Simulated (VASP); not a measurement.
# C₃NH: constrained molecular dynamics

C₃NH, molecule in box, 5 atoms in the cell. PBE, constrained or biased molecular dynamics; PAW potentials C, N, H (PBE set).

Held coordinates: R 1 2.

## Input

INCAR:
```
ALGO     = Normal         # electronic algorithm
EDIFF    = 1E-5           # SCF threshold, eV
ENCUT    = 400            # plane-wave cutoff, eV
IBRION   = 0              # ionic algorithm
ISIF     = 2              # what is computed and relaxed
ISMEAR   = 0              # smearing method
ISYM     = 0            
LBLUEOUT = True         
LCHARG   = False          # write CHGCAR
LREAL    = False          # projectors in reciprocal space
LWAVE    = False          # write WAVECAR
MDALGO   = 2            
NELMIN   = 4            
NSW      = 40             # ionic steps
POTIM    = 1.0            # step
PREC     = Normal         # precision mode
RANDOM_SEED= 855280 0 0   
SIGMA    = 0.02           # smearing width, eV
SMASS    = 0            
TEBEG    = 300           
```

KPOINTS:
```
k-points
0
Gamma
  1 1 1
```

ICONST:
```
R 1 2 0
R 1 5 7
A 2 1 5 7
M 1 2 5 7
P 1 2 1 5 7
W 1 2 1.44 9 14 7
cX 1 7
X 2 7
```

POSCAR:
```
HC3N
1.0
    9.5000000000      0.0000000000      0.0000000000
    0.0000000000     11.0000000000      0.0000000000
    0.0000000000      0.0000000000      9.5000000000
C N H
3 1 1
Direct
    0.4838894700      0.6191318200      0.5171000000
    0.4983631600      0.5114863600      0.5016578900
    0.5149736800      0.3888045400      0.4840684200
    0.5290368400      0.2853681800      0.4692684200
    0.4709631600      0.7146318200      0.5307315800
```

Commands:
```
cat potpaw_PBE.64/C/POTCAR potpaw_PBE.64/N/POTCAR potpaw_PBE.64/H/POTCAR > POTCAR
mpirun -np 1 vasp_gam > vasp.out
```

## Result

- Mean force dA/dxi (eV per unit): -1.46

The thermostat is set to 300 K; the run averages 305 K.

The constraints are off by 5.0e-06 at most, with SHAKETOL = 1e-05.

ICONST:
```
R 1 2 0
R 1 5 7
A 2 1 5 7
M 1 2 5 7
P 1 2 1 5 7
W 1 2 1.44 9 14 7
cX 1 7
X 2 7
```

REPORT:
```
MDALGO =   2
               SCALING =       0
                 CNEXP =     9.000   14.000
           EQUI_REGIME =      0
          SHAKEMAXITER =      1000
              SHAKETOL =   0.100000E-04
          SHAKETOLSOFT =   0.100000E-04
              SHAKESCA =    2.00000000
           RANDOM_SEED =            855280                0                0

   original number of atomic DOF:         12
   number of independent constraints:      1
   number of active DOF:                  11

========================================
         MD step No.       1
========================================

  Atomic velocities initialized by STEP_tb

  >Monit_coord
   mc> R          1.06555
   mc> A          3.14062
   mc> M          0.06775
   mc> P          1.12716
   mc> W          0.87354
   mc> cX         4.59695
   mc> X          0.49836

  SHAKE converged in    9 steps

  >Const_coord
   cc> R    1.20105   1.20105 -0.257425E-05

  >Blue_moon
        lambda        |z|^(-1/2)    GkT           |z|^(-1/2)*(lambda+GkT)
   b_m>  0.408616E+00  0.245061E+01  0.351112E-13  0.100136E+01

  >Energies
                    E_tot             E_pot             E_kin               EPS                ES
[... 57 lines left out ...]
   mc> M          0.11617
   mc> P          1.12109
   mc> W          0.87353
   mc> cX         4.88821
   mc> X          0.49619

  SHAKE converged in   10 steps

  >Const_coord
   cc> R    1.20105   1.20105  0.471830E-05

  >Blue_moon
        lambda        |z|^(-1/2)    GkT           |z|^(-1/2)*(lambda+GkT)
   b_m> -0.150070E+01  0.245061E+01  0.000000E+00 -0.367764E+01

  >Energies
                    E_tot             E_pot             E_kin               EPS                ES
   e_b>   -0.35673773E+02   -0.35659686E+02    0.12479074E+00    0.17286447E-02   -0.13698092E+00

  >Temperature
               T_sim     T_inst
   tmprt>    300.000    263.296

  >Thermostat:
           s(n+1) sdot(n+1)      s(n)   sdot(n)        Qs
   s_b>  -0.47063   0.01041  -0.48169   0.01173   0.00269

           RANDOM_SEED =            855280               30                0
```

Limits: the run is only 0.04 ps long, so its averages are rough.

VASP 6.6.1 took 118 s on 1 core (Intel Xeon 6975P-C (Granite Rapids)), a shared host.
